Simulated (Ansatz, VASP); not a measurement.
Two plane-wave programs on MgTe

```xyz
4
Lattice="4.5902 0.0000 0.0000 -2.2951 3.9752 0.0000 0.0000 0.0000 7.4378" Properties=species:S:1:pos:R:3 pbc="T T T"
Mg    0.0000    2.6502    7.4080
Mg    2.2951    1.3251    3.6891
Te    0.0000    2.6502    2.7818
Te    2.2951    1.3251    6.5007
```

The cell is a database's computed one.

Alike in both runs: task single point; functional PBE; k mesh 6 × 6 × 4; occupations gaussian, width 0.1 eV; no spin polarisation.

|  | VASP | Ansatz |
| --- | --- | --- |
| version | VASP 6.6.1 | Ansatz 0.2.0 |
| potentials or method | VASP PAW PBE potentials, release 64 (Mg, Te) | scalar-relativistic, plane waves, PAW |
| plane-wave cutoff (eV) | 520 | 420 |
| valence electrons in the cell | 16 | 52 |

Ansatz gave:

| Quantity | Value |
| --- | --- |
| gap on the k mesh at the Fermi level (eV) | 2.42 |
| least direct gap on the mesh (eV) | 2.42 |
| pressure (GPa) | 0.6 |
| rms of the force components (eV/Å) | 0.012 |

What did VASP give for the same quantities?

gap on the k mesh at the Fermi level (eV): 2.41; least direct gap on the mesh (eV): 2.41; pressure (GPa): 0.6; rms of the force components (eV/Å): 0.012.

Atom by atom the forces differ by 0.000 eV/Å (rms over components). The two sets of potentials don't hold the same shells in valence.

Caveats: spin-orbit coupling is left out, which moves the levels of the heavy elements.
